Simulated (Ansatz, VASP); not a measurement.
HfN: VASP beside Ansatz

```
Hf N
1.0
     0.00000    2.01731    2.01731
     2.01731    0.00000    2.01731
     2.01731    2.01731    0.00000
Hf N
1 1
Direct
  0.00000 0.00000 0.00000
  0.50000 0.50000 0.50000
```

Change from the starting cell: volume scaled by 0.72, LAPW.

Alike in both runs: task single point; functional PBEsol; k mesh 15 × 15 × 15; occupations fermi-dirac, width 0.08 eV; no spin polarisation.

|  | VASP | Ansatz |
| --- | --- | --- |
| version | VASP 6.6.1 | Ansatz 0.2.0 |
| potentials or method | VASP PAW PBE potentials, release 64 (Hf_pv, N), cutoff 520 eV | all-electron LAPW, scalar-relativistic |

```tsv
	VASP	Ansatz	Ansatz less VASP
pressure (GPa)	186.9	186.8	-0.12
```

Ansatz ran all-electron here, so the differences hold the error of VASP's frozen core and of both bases.

Caveats: the cell as given lies far from equilibrium; so large a pressure means that the cell lies far from this level's equilibrium, or that cutoff or potentials fall short (VASP); the potentials were made for another functional, which shifts forces and pressure (VASP). Spin-orbit coupling is left out, which matters for the levels of Hf.
